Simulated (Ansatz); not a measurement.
AlNi: pressure against volume

AlNi, P4/mmm, a = 2.860 Å, c = 2.870 Å. The structure is a Materials Project entry; whether it is the stable form wasn't checked. Ansatz: r2SCAN, PAW, 500 eV, Γ-centred 16×16×14 mesh on 2 atoms, Gaussian smearing 0.10 eV; no spin polarisation. Shape and atoms are relaxed at each volume; pressure is positive in compression.

| V (Å³/atom) | P (GPa) |
| --- | --- |
| 10.329 | 29.65 |
| 10.681 | 20.36 |
| 11.033 | ? |
| 11.385 | 5.72 |
| 11.737 | -0.02 |
| 12.089 | -4.92 |
| 12.441 | -9.09 |
| 12.911 | -13.72 |

Task: Take V0 = 11.737 Å³/atom, count pressures from its P0 = -0.02 GPa, fit the third-order Birch–Murnaghan form to the other rows, and predict the missing pressure.

Result: With the Eulerian strain f = ½[(V0/V)^(2/3) − 1] and y = (P − P0)/[3f(1 + 2f)^(5/2)], the form is the line y = B0 + 1.5 B0 (B0′ − 4) f. Rows (f, y): 0.04446, 179.8; 0.03244, 179.0; 0.01025, 177.4; -0.00975, 176.0; -0.01904, 175.0; -0.03079, 173.9. Means f = 0.004595, y = 176.85; Σ(Δf)² = 0.004413, ΣΔfΔy = 0.3409; the slope is their ratio. y = 176.5 + 77.24 f GPa, so B0 = 176.5 GPa and B0′ = 4 + 2 × (77.24)/(3 × 176.5) = 4.29. At V = 11.033, f = 0.02105, y = 178.13 and P = 12.45 GPa. The run gave 12.45 GPa, the same to the digits shown.